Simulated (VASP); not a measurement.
# CaF2 (Fluorite): relaxation of the atoms with PBE+D3(BJ)

Crystal: CaF2 (Fluorite).

```
Ca F
1.0
     0.00000    2.73690    2.73690
     2.73690    0.00000    2.73690
     2.73690    2.73690    0.00000
Ca F
1 2
Direct
  0.00000 0.00000 0.00000
  0.25000 0.25000 0.25000
  0.75000 0.75000 0.75000
```

```json
{
 "Program": "VASP 6.6.1",
 "Task": "relaxation of the atoms",
 "Functional": "PBE",
 "Dispersion": "D3(BJ)",
 "Potentials or basis": "VASP PAW PBE potentials, release 64 (Ca_sv, F)",
 "Cutoff": "600 eV",
 "k mesh": "8 × 8 × 8",
 "Occupations": "gaussian, width 0.03 eV",
 "Spin": "no spin polarisation",
 "Further INCAR settings": "ALGO = Normal; EDIFF = 1e-07; IBRION = 2; EDIFFG = -0.01; NSW = 40"
}
```

```
Pressure after relaxing    : -0.1 GPa
Band gap on the k mesh     : 7.24 eV, indirect (least direct gap 7.50 eV)
Dispersion energy per atom : -0.156 eV
```

Final structure:
```cif
data_structure
_symmetry_space_group_name_H-M 'P 1'
_symmetry_Int_Tables_number 1
_cell_length_a 3.8706
_cell_length_b 3.8706
_cell_length_c 3.8706
_cell_angle_alpha 60.000
_cell_angle_beta 60.000
_cell_angle_gamma 60.000
_cell_volume 41.00
loop_
_atom_site_label
_atom_site_type_symbol
_atom_site_fract_x
_atom_site_fract_y
_atom_site_fract_z
_atom_site_occupancy
Ca1 Ca 0.00000 0.00000 0.00000 1
F1 F 0.25000 0.25000 0.25000 1
F2 F 0.75000 0.75000 0.75000 1
```

Levels at points of the mesh, in eV from the valence-band top:
| k point | band 10 | band 11 | band 12 | band 13 | band 14 | band 15 |
| --- | --- | --- | --- | --- | --- | --- |
| (0.00, 0.00, 0.00) | -0.25 | -0.25 | -0.25 | 7.24 | 9.14 | 9.14 |
| (0.50, 0.00, 0.00) | -1.23 | -0.83 | -0.83 | 9.35 | 9.35 | 9.70 |
| (0.50, 0.50, 0.00) | -0.36 | -0.36 | 0.00 | 8.10 | 9.48 | 10.05 |

Wall time 13 s on 1 thread of Intel(R) Xeon(R) 6975P-C (Granite Rapids) (shared host), peak memory 0.19 GiB.

Caveat: the relaxation stopped at its first step, so nothing moved. A k mesh can miss the band edges.
